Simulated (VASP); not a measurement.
# PbSe (Clausthalite): single point with revPBE+D3(BJ)

**Measured values to compare with.**

A printed reference work, monograph reports, for a bulk crystal of PbSe at 4.2 K: band gap 0.15 eV (direct).

The system is PbSe (Clausthalite).

```xyz
2
Lattice="0.0000 3.0606 3.0606 3.0606 0.0000 3.0606 3.0606 3.0606 0.0000" Properties=species:S:1:pos:R:3 pbc="T T T"
Pb    0.0000    0.0000    0.0000
Se    3.0606    3.0606    3.0606
```

| Property | Result |
| --- | --- |
| Program | VASP 6.6.1 |
| Task | single point |
| Functional | revPBE |
| Dispersion | D3(BJ) |
| Potentials or basis | VASP PAW PBE potentials, release 64 (Pb_d, Se) |
| Cutoff | 520 eV |
| k mesh | 8 × 8 × 8 |
| Occupations | fermi-dirac, width 0.05 eV |
| Spin | no spin polarisation |

```json
{
 "Pressure": "-0.3 GPa",
 "Band gap on the k mesh": "0.35 eV, direct",
 "Dispersion energy per atom": "-0.685 eV"
}
```

Levels at points of the mesh, in eV from the valence-band top:
```
           k point  band 8  band 9  band 10  band 11  band 12  band 13
(0.00, 0.00, 0.00)   -1.89   -1.89    -1.89     4.75     4.75     4.75
(0.50, 0.00, 0.00)   -1.48   -1.48     0.00     0.35     1.73     1.73
(0.50, 0.50, 0.00)   -4.97   -3.23    -3.23     3.75     5.64     5.64
```

Wall time 12 s on 1 thread of AMD EPYC 9R45 96-Core Processor (Zen 5), with other jobs on the host, peak memory 0.17 GiB.

A measured gap of PbSe is 0.15 eV (direct; 4.2 K; a printed reference work, monograph); the calculated 0.35 eV misses it by +0.20 eV. 2 values of this kind are on record (0.15 to 0.28 eV); this one was drawn at random. Spin-orbit coupling on Pb, Se is left out. The value is that of revPBE+D3(BJ) on a finite k mesh, which can miss the band edges, without temperature or zero-point motion.

Caveat: the PAW data sets were made with another functional, which shifts forces and pressure a little; spin-orbit coupling is left out, which moves the levels of the heavy elements.
